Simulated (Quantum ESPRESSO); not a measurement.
Ru under changes of volume

One of the cells (13.575 Å³/atom); the others are scaled copies at fixed shape and fractional positions:

```
Ru
1.0
     2.70580    0.00000    0.00000
    -1.35290    2.34329    0.00000
     0.00000    0.00000    4.28190
Ru
2
Direct
  0.66667 0.33333 0.75000
  0.33333 0.66667 0.25000
```

| Property | Result |
| --- | --- |
| Program | Quantum ESPRESSO 7.5 |
| Functional | PBE |
| Potentials or basis | Ansatz NC SR PBE |
| Cutoff | 1143 eV |
| Density cutoff | 4572 eV |
| k mesh | 11 × 11 × 6 |
| Occupations | fermi-dirac, width 0.05 eV |
| Spin | no spin polarisation |

```tsv
volume (Å³/atom)	energy over the lowest point (meV/atom)	pressure (GPa)
12.760	82.09	28.4
13.032	41.70	19.5
13.303	?	?
13.575	2.11	4.5
13.846	0.00	-1.8
14.118	7.98	-7.5
14.389	24.95	-12.5
```

Q: What does the run at 13.303 Å³/atom give?

A: Energy over the lowest point 15.56 meV/atom; pressure 11.5 GPa.

Worked out: A Birch-Murnaghan fit of order 3 (a polynomial in V^(-2/3)) to the other rows has its minimum at 13.76 Å³/atom with B0 = V·E''(V) = 313 GPa and B' = 4.7 at fixed shape and positions, which overstates the stiffness. It gives 15.61 meV/atom at 13.303 Å³/atom, against the run's 15.56, and -dE/dV = 11.5 GPa, against 11.5.

Energies are extrapolated to zero smearing.
